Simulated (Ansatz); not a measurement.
The system is Ge.

```
CELL_PARAMETERS angstrom
2.71047 0.00000 0.00000
0.00000 2.71047 0.00000
0.00000 0.00000 2.71047
ATOMIC_POSITIONS crystal
Ge 0.00000 0.00000 0.00000
```

The cell was built by a generator and needn't be a form met in nature.

```yaml
Program: Ansatz 0.2.0
Task: relaxation of cell and atoms
Functional: HSEsol
Potentials_or_basis: Ansatz PAW
Cutoff: "420 eV (not typed: the program's choice for these potentials)"
k_mesh: 5 × 5 × 5
Occupations: fermi-dirac, width 0.05 eV
Spin: no spin polarisation
```

At the start: volume 19.91 Å³/atom.

Problem. How do energy, volume and symmetry change on relaxing?

Solution. It ends after 5 steps and the volume is 19.06 Å³/atom (-4.3 %); space group Pm-3m (No. 221, to 0.05 Å).

Step by step:
```csv
step,energy change (eV),largest force (eV/Å),volume (Å³)
1,0.0000,0.0000,19.91
2,-0.0088,0.0000,18.82
3,-0.0096,0.0000,19.08
4,-0.0096,0.0000,19.06
5,-0.0094,0.0000,19.06
```

Final structure:
```xyz
1
Lattice="2.6712 0.0000 0.0000 0.0000 2.6712 0.0000 0.0000 0.0000 2.6712" Properties=species:S:1:pos:R:3 pbc="T T T"
Ge    0.0000    0.0000    0.0000
```

Caveat: the k mesh is coarse (spacing up to 0.46 Å⁻¹), so the values aren't converged, least of all with exact exchange; the plane-wave basis is chosen anew once the cell has moved, so the energies of steps on either side of that aren't comparable; the PAW data sets come from PBE, with cores solved anew for the run's functional, which leaves a small shift of forces and pressure.
